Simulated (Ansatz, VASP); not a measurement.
# Rh in VASP and in Ansatz

```
Rh
1.0
     2.73098    0.00000    0.00000
    -1.36549    2.36510    0.00000
     0.00000    0.00000    4.42849
Rh
2
Direct
  0.33333 0.66667 0.25000
  0.66667 0.33333 0.75000
```

This isn't the form of Rh at room conditions, which is fcc.

Alike in both runs: task single point; functional r2SCAN; k mesh 11 × 11 × 6; occupations fermi-dirac, width 0.05 eV; no spin polarisation.

```csv
,VASP,Ansatz
version,VASP 6.6.1,Ansatz 0.2.0
potentials or method,"VASP PAW PBE potentials, release 64 (Rh_pv)",Ansatz PAW
plane-wave cutoff (eV),520,500
valence electrons in the cell,30,34
```

```tsv
	VASP	Ansatz	Ansatz less VASP
gap on the k mesh at the Fermi level (eV)	none	none	-
pressure (GPa)	-8.7	-9.7	-0.99
largest component of the traceless stress (GPa)	0.96	0.98	+0.021
```

A gap of «none» marks a metal or a gap that the smearing closes. The functional is the same, so the differences come from potentials, cutoffs and numerics. The two sets of potentials don't hold the same shells in valence.

Caveats: the PAW data sets were made with another functional, which shifts forces and pressure a little (VASP); the PAW data sets come from PBE, with cores solved anew for the run's functional, which leaves a small shift of forces and pressure (Ansatz).
